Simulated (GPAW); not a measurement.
Runs of GPAW 26.7.0 on PtS2. Symmetry: P-3m1, No. 164, trigonal system. The conventional cell has a = 3.543 Å, b = 3.543 Å, c = 5.039 Å, α = 90.00°, β = 90.00°, γ = 120.00°. Around Pt (site symmetry -3m) lie 6 S at 2.34 Å. Around S (site symmetry 3m) lie 3 Pt at 2.34 Å. 

```tsv
task	level	potentials or basis	k mesh	cutoff (eV)	smearing	maxiter	convergence	response ecut	response k mesh	response bands	mesh quality	gap on the mesh (eV)	pressure (GPa)	largest force (eV/Å)
single point	PBE	GPAW PAW data sets (gpaw-data 1.2.1), pw	7 × 7 × 4	450	fermi-dirac 0.05 eV	120	default	-	-	-	not flagged	0.81	(c)	1.29
single point	LDA	the program's PAW data sets (release 1.2.1) made for this functional, pw	7 × 7 × 4	450	fermi-dirac 0.05 eV	120	default	-	-	-	not flagged	0.70	(b)	(a)
dielectric tensor	PBE	GPAW PAW data sets (gpaw-data 1.2.1), pw	7 × 7 × 4	450	fermi-dirac 0.001 eV	150	-	80 eV	17 × 17 × 10	38	not flagged	0.81	-	-
band structure	r2SCAN	GPAW PAW data sets (gpaw-data 1.2.1), pw	7 × 7 × 4	600	fermi-dirac 0.05 eV	150	-	-	-	-	not flagged	0.98	9.2	1.22
```

Alike in all rows: no spin polarisation; cell as given.

Q: Fill in the values left out.

A: (a) 0.76; (b) 2.8; (c) 11.5.

Caveats: spin-orbit coupling is left out, which moves the levels of the heavy elements; an odd mesh through Γ misses points on the zone boundary, where band edges often lie (some runs); the cutoff is short for stress and forces, so pressures can be off by a GPa or more (some runs); the long-wavelength limit can be off by several per cent where d states take part (some runs); the PAW data sets were made with another functional, which shifts forces and pressure a little (some runs).

A k mesh can miss the band edges, and the runs leave out spin-orbit coupling on Pt.
